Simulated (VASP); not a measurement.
# MgH2 (P4_2/mnm) in VASP: notebook

Runs on MgH2. Level: PBEsol. Tasks: relaxation of cell and atoms.

Program: VASP 6.6.1. These are calculated values, not measurements. Logs are shortened: lines on timing, memory, paths and dates and some standing lists are left out, and cuts for length are marked.

**1. The crystal as given**

Symmetry: P4_2/mnm, No. 136, tetragonal system. The conventional cell has a = 4.517 Å, b = 4.517 Å, c = 3.021 Å, α = 90.00°, β = 90.00°, γ = 90.00°. Mg (site symmetry mmm) has 6 H at 1.95 Å as nearest neighbours. H (site symmetry m2m) is surrounded by 3 Mg at 1.95 Å.

**2. Relaxation of cell and atoms, PBEsol**

File INCAR:

```
SYSTEM = MgH2
PREC     = Accurate       ! precision mode
ENCUT    = 600            ! plane-wave cutoff, eV
EDIFF    = 1E-6           ! SCF threshold, eV
ISMEAR   = 0              ! smearing method
SIGMA    = 0.03           ! smearing width, eV
LREAL    = .False.        ! projectors in reciprocal space
LASPH    = .True.         ! aspherical terms in the spheres
NELM     = 80             ! most SCF steps
ALGO     = Normal         ! electronic algorithm
ISIF     = 3              ! what is computed and relaxed
LWAVE    = .False.        ! write WAVECAR
LCHARG   = .False.        ! write CHGCAR
GGA      = PS             ! functional
IBRION   = 2              ! ionic algorithm
NSW      = 90             ! ionic steps
EDIFFG   = -0.01          ! ionic threshold
KPAR     = 2
```

File KPOINTS:

```
Automatic mesh
0
Gamma
  6 6 10
  0 0 0
```

File POSCAR:

```
MgH2
1.0
    4.5168000000      0.0000000000      0.0000000000
    0.0000000000      4.5168000000      0.0000000000
    0.0000000000      0.0000000000      3.0205000000
Mg H
2 4
Direct
    0.0000000000      0.0000000000      0.0000000000
    0.5000000000      0.5000000000      0.5000000000
    0.3060000000      0.3060000000      0.0000000000
    0.1940000000      0.8060000000      0.5000000000
    0.6940000000      0.6940000000      0.0000000000
    0.8060000000      0.1940000000      0.5000000000
```

Potentials or basis: VASP PAW PBE potentials, release 64 (Mg, H).

On the command line:

```sh
cat potpaw_PBE.64/Mg/POTCAR potpaw_PBE.64/H/POTCAR > POTCAR
mpirun -np 2 vasp_std > vasp.out
```

OUTCAR:

```text
SYSTEM = MgH2
   PREC = Accurate
   ENCUT = 600
   EDIFF = 1E-6
   ISMEAR = 0
   LREAL = .False.
   LASPH = .True.
   NELM = 80
   ISIF = 3
   GGA = PS
   IBRION = 2
   NSW = 90
   EDIFFG = -0.01

 ion  position               nearest neighbor table
   1  0.000  0.000  0.000-   4 1.95   6 1.95   4 1.95   6 1.95   5 1.95   3 1.95   2 3.53   2 3.53
                             2 3.53   2 3.53   2 3.53   2 3.53   2 3.53   2 3.53
   2  0.500  0.500  0.500-   3 1.95   5 1.95   3 1.95   5 1.95   4 1.95   6 1.95   1 3.53   1 3.53
                             1 3.53   1 3.53   1 3.53   1 3.53   1 3.53   1 3.53
   3  0.306  0.306  0.000-   2 1.95   2 1.95   1 1.95
   4  0.194  0.806  0.500-   1 1.95   1 1.95   2 1.95
   5  0.694  0.694  0.000-   2 1.95   2 1.95   1 1.95
   6  0.806  0.194  0.500-   1 1.95   1 1.95   2 1.95

  LATTYP: Found a simple tetragonal cell.
 ALAT       =     4.5168000000
 C/A-ratio  =     0.6687256465

  Lattice vectors:

 A1 = (   4.5168000000,   0.0000000000,   0.0000000000)
 A2 = (   0.0000000000,   4.5168000000,   0.0000000000)
 A3 = (   0.0000000000,   0.0000000000,   3.0205000000)

Analysis of symmetry for initial positions (statically):
=====================================================================
 Subroutine PRICEL returns:
 Original cell was already a primitive cell.

 Routine SETGRP: Setting up the symmetry group for a
 simple tetragonal supercell.

 Subroutine GETGRP returns: Found 16 space group operations
 (whereof  8 operations were pure point group operations)
 out of a pool of 16 trial point group operations.

The static configuration has the point symmetry D_2h.
 The point group associated with its full space group is D_4h.

Analysis of symmetry for dynamics (positions and initial velocities):
=====================================================================
 Subroutine PRICEL returns:
 Original cell was already a primitive cell.

 Routine SETGRP: Setting up the symmetry group for a
 simple tetragonal supercell.

 Subroutine GETGRP returns: Found 16 space group operations
 (whereof  8 operations were pure point group operations)
 out of a pool of 16 trial point group operations.

The dynamic configuration has the point symmetry D_2h.
 The point group associated with its full space group is D_4h.

 Subroutine INISYM returns: Found 16 space group operations
 (whereof  8 operations are pure point group operations),
 and found     1 'primitive' translations

----------------------------------------------------------------------------------------

[... 119 lines left out ...]
     AMIX     =   0.40;   BMIX     =  1.00
     AMIX_MAG =   1.60;   BMIX_MAG =  1.00
  volume/ion in A,a.u.               =      10.27        69.31
  Fermi-wavevector in a.u.,A,eV,Ry     =   0.828943  1.566475  9.349194  0.687146
  Thomas-Fermi vector in A             =   1.941405
   LORBIT       =      0    0 simple, 1 ext, 2 COOP (PROOUT), +10 PAW based schemes
   GGA     = PS    functional components
   LHFCALC =     F    Hartree Fock is set to
   AEXX    =    0.0000 exact exchange contribution
   IVDW    =     0    specifies the selected vdW correction
   LEPSILON=     F    determine dielectric tensor
   LRPA    =     F    only Hartree local field effects (RPA)
 conjugate gradient relaxation of ions
 non-spin polarized calculation
 Gauss-broadening in eV      SIGMA  =   0.03
  energy-cutoff  :      600.00
  volume of cell :       61.62
 maximum number of plane-waves:      2080
   NGX = 19   NGY = 19   NGZ = 13

--------------------------------------- Ionic step        1  -------------------------------------------

 number of electron       8.0000003 magnetization

 Free energy of the ion-electron system (eV)
  ---------------------------------------------------
  ext. energy  EPLUGINS =         0.00000000
  ---------------------------------------------------
  free energy    TOTEN  =       -17.73488727 eV

  energy without entropy =      -17.73488727  energy(sigma->0) =      -17.73488727

------------------------ aborting loop because EDIFF is reached ----------------------------------------

  FORCE on cell =-STRESS in cart. coord.  units (eV):
  Direction    XX          YY          ZZ          XY          YZ          ZX
  --------------------------------------------------------------------------------------
  -------------------------------------------------------------------------------------
  Total       -0.4619662     -0.4619662     -0.4220090     -0.0000000      0.0000000      0.0000000
  in kB      -12.0110300    -12.0110300    -10.9721488     -0.0000000      0.0000000      0.0000000
  external PRESSURE =     -11.6647363 kB  Pullay stress =       0.0000000 kB
[... 187 lines left out ...]
--------------------------------------- Ionic step        6  -------------------------------------------

 number of electron       8.0000002 magnetization

 Free energy of the ion-electron system (eV)
  ---------------------------------------------------
  ext. energy  EPLUGINS =         0.00000000
  ---------------------------------------------------
  free energy    TOTEN  =       -17.74165402 eV

  energy without entropy =      -17.74165402  energy(sigma->0) =      -17.74165402

 E-fermi :  -0.3087     XC(G=0):  -8.6539

 val. band max:       -0.4529904016   @ k =   0.1667   0.1667   0.1000
 cond. band min:       3.1259994816   @ k =   0.3333   0.3333   0.5000
 fundamental gap:      3.5789898833
 Fermi energy:        -0.3087177470

 k-point     1 :       0.0000    0.0000    0.0000
  band No.  band energies     occupation
      1      -7.1304      2.00000
      2      -1.9734      2.00000
      3      -1.9734      2.00000
      4      -0.9143      2.00000
      5       3.9489      0.00000
      6       4.5131      0.00000
      7       8.6330      0.00000
      8       8.6330      0.00000
[... 243 lines left out ...]
 k-point    24 :       0.5000    0.0000    0.2000
  band No.  band energies     occupation
      1      -4.9115      2.00000
      2      -4.9115      2.00000
      3      -0.8184      2.00000
      4      -0.8184      2.00000
      5       5.1070      0.00000
      6       5.1070      0.00000
      7       7.2321      0.00000
      8       7.2321      0.00000

 [... further k-points ...]

------------------------ aborting loop because EDIFF is reached ----------------------------------------

  FORCE on cell =-STRESS in cart. coord.  units (eV):
  Direction    XX          YY          ZZ          XY          YZ          ZX
  --------------------------------------------------------------------------------------
  -------------------------------------------------------------------------------------
  Total       -0.0030231     -0.0030231      0.0150205     -0.0000000      0.0000000      0.0000000
  in kB       -0.0805651     -0.0805651      0.4002918     -0.0000000      0.0000000      0.0000000
  external PRESSURE =       0.0797205 kB  Pullay stress =       0.0000000 kB
[... 21 lines left out ...]
  FREE ENERGIE OF THE ION-ELECTRON SYSTEM (eV)
  ---------------------------------------------------
  free  energy   TOTEN  =       -17.7416540216 eV

  energy  without entropy=      -17.7416540216  energy(sigma->0) =      -17.74165402

 reached required accuracy - stopping structural energy minimisation
```

OSZICAR:

```text
N       E                     dE             d eps       ncg     rms          rms(c)
DAV:   1     0.306601989747E+01    0.30660E+01   -0.33406E+03   976   0.842E+02
DAV:   2    -0.181875642211E+02   -0.21254E+02   -0.20014E+02  1352   0.844E+01
DAV:   3    -0.188871035829E+02   -0.69954E+00   -0.69954E+00  1232   0.217E+01
[... 31 lines left out ...]
       N       E                     dE             d eps       ncg     rms          rms(c)
DAV:   1    -0.177416835287E+02   -0.14677E-03   -0.97653E-03  1088   0.826E-01    0.349E-02
DAV:   2    -0.177416650227E+02    0.18506E-04   -0.68351E-05  1080   0.738E-02    0.203E-02
DAV:   3    -0.177416539369E+02    0.11086E-04   -0.26210E-05  1176   0.275E-02    0.150E-03
DAV:   4    -0.177416540216E+02   -0.84709E-07   -0.40152E-07   552   0.562E-03
   6 F= -.17741654E+02 E0= -.17741654E+02  d E =-.417101E-03
```

CONTCAR:

```text
MgH2
   1.00000000000000
     4.4732210778443688    0.0000000000000000    0.0000000000000000
    -0.0000000000000000    4.4732210778443688    0.0000000000000000
     0.0000000000000000    0.0000000000000000    3.0045388692153305
  Mg              H
     2     4
Direct
     0.0000000000000000    0.0000000000000000    0.0000000000000000
     0.5000000000000000    0.5000000000000000    0.5000000000000000
     0.3044202687659846    0.3044202687659846    0.0000000000000000
     0.1955797312340154    0.8044202687659846    0.5000000000000000
     0.6955797312340154    0.6955797312340154    0.0000000000000000
     0.8044202687659846    0.1955797312340154    0.5000000000000000

  0.00000000E+00  0.00000000E+00  0.00000000E+00
  0.00000000E+00  0.00000000E+00  0.00000000E+00
  0.00000000E+00  0.00000000E+00  0.00000000E+00
  0.00000000E+00  0.00000000E+00  0.00000000E+00
  0.00000000E+00  0.00000000E+00  0.00000000E+00
  0.00000000E+00  0.00000000E+00  0.00000000E+00
```

It took 19 s on 2 MPI ranks of Intel Xeon 6975P-C (Granite Rapids), shared host; peak memory 0.19 GiB.

What came out:

```
Free energy                            : -17.7417 eV
Relaxed volume                         : 10.02 Å³/atom
Relaxed cell                           : a = 4.473 Å, b = 4.473 Å, c = 3.005 Å, α = 90.00°, β = 90.00°, γ = 90.00°
Space group after relaxing (to 0.05 Å) : P4_2/mnm (No. 136)
Energy gained by relaxing              : 1.1 meV/atom
Ionic steps                            : 6
Pressure after relaxing                : 0.0 GPa
Band gap on the k mesh                 : 3.58 eV, indirect (least direct gap 4.41 eV)
```

Forces in eV/Å, atoms in the order of the input:
```
Mg   0.000  0.000  0.000
Mg   0.000  0.000  0.000
H    0.002  0.002  0.000
H   -0.002  0.002  0.000
H   -0.002 -0.002  0.000
H    0.002 -0.002  0.000
```

Step by step:
| step | energy change (eV) | largest force (eV/Å) | pressure (GPa) | volume (Å³) |
| --- | --- | --- | --- | --- |
| 1 | 0.0000 | 0.0558 | -1.17 | 61.62 |
| 2 | -0.0043 | 0.0438 | -0.64 | 60.96 |
| 3 | -0.0063 | 0.0275 | 0.05 | 60.14 |
| 4 | -0.0063 | 0.0269 | 0.08 | 60.10 |
| 5 | -0.0066 | 0.0129 | 0.05 | 60.11 |
| 6 | -0.0068 | 0.0024 | 0.01 | 60.12 |

Final structure:
```
Mg H
1.0
     4.47322    0.00000    0.00000
     0.00000    4.47322    0.00000
     0.00000    0.00000    3.00454
Mg H
2 4
Cartesian
  0.0000 0.0000 0.0000
  2.2366 2.2366 1.5023
  1.3617 1.3617 0.0000
  0.8749 3.5983 1.5023
  3.1115 3.1115 0.0000
  3.5983 0.8749 1.5023
```

Caveat: the PAW data sets were made with another functional, which shifts forces and pressure a little.

**3. Relaxation of cell and atoms, PBEsol**

This run uses another cell than the first one, of 10.02 Å³/atom, 0.976 times its volume.

Edit INCAR of step 2 so:

```diff
@@ -3,3 +3,3 @@
 ENCUT    = 600            ! plane-wave cutoff, eV
-EDIFF    = 1E-6           ! SCF threshold, eV
+EDIFF    = 1E-7           ! SCF threshold, eV
 ISMEAR   = 0              ! smearing method
@@ -16,3 +16,3 @@
 NSW      = 90             ! ionic steps
-EDIFFG   = -0.01          ! ionic threshold
+EDIFFG   = -0.005         ! ionic threshold
 KPAR     = 2
```

KPOINTS is that of step 2.

File POSCAR:

```
MgH2                                    
1.0
    4.4732210778      0.0000000000      0.0000000000
   -0.0000000000      4.4732210778      0.0000000000
    0.0000000000      0.0000000000      3.0045388692
  Mg              H             
     2     4
Direct
     0.0000000000000000    0.0000000000000000    0.0000000000000000
     0.5000000000000000    0.5000000000000000    0.5000000000000000
     0.3044202687659846    0.3044202687659846    0.0000000000000000
     0.1955797312340154    0.8044202687659846    0.5000000000000000
     0.6955797312340154    0.6955797312340154    0.0000000000000000
     0.8044202687659846    0.1955797312340154    0.5000000000000000
```

Potentials or basis: VASP PAW PBE potentials, release 64 (Mg, H).

On the command line:

```sh
cat potpaw_PBE.64/Mg/POTCAR potpaw_PBE.64/H/POTCAR > POTCAR
mpirun -np 2 vasp_std > vasp.out
```

Wall time 7.7 s (2 MPI ranks of Intel Xeon 6975P-C (Granite Rapids), shared host); peak memory 0.18 GiB.

Results (log left out):

- Free energy: -17.7414 eV
- Pressure after relaxing: 0.0 GPa
- Band gap on the k mesh: 3.58 eV, indirect (least direct gap 4.41 eV)

Forces on the atoms (eV/Å):
```
Mg   0.000  0.000  0.000
Mg   0.000  0.000  0.000
H    0.002  0.002  0.000
H   -0.002  0.002  0.000
H   -0.002 -0.002  0.000
H    0.002 -0.002  0.000
```

Final structure:
```
Mg H
1.0
     4.47322    0.00000    0.00000
     0.00000    4.47322    0.00000
     0.00000    0.00000    3.00454
Mg H
2 4
Direct
  0.00000 0.00000 0.00000
  0.50000 0.50000 0.50000
  0.30442 0.30442 0.00000
  0.19558 0.80442 0.50000
  0.69558 0.69558 0.00000
  0.80442 0.19558 0.50000
```

Levels at points of the mesh, in eV from the valence-band top:
```
           k point  band 2  band 3  band 4  band 5  band 6  band 7
(0.00, 0.00, 0.00)   -1.52   -1.52   -0.46    4.40    4.97    9.09
(0.50, 0.00, 0.00)   -5.02   -0.53   -0.53    5.14    5.14    9.97
(0.50, 0.50, 0.00)   -3.89   -2.90   -2.90    9.03    9.03    9.14
(0.00, 0.00, 0.50)   -3.19   -0.10   -0.10    6.24    6.24    6.58
(0.50, 0.00, 0.50)   -2.40   -1.18   -1.18    5.01    5.01    6.66
(0.50, 0.50, 0.50)   -1.97   -1.03   -1.03    3.68    3.68    3.87
```

Caveat: the relaxation stopped at its first step, so nothing moved; the PAW data sets were made with another functional, which shifts forces and pressure a little. A k mesh can miss the band edges.
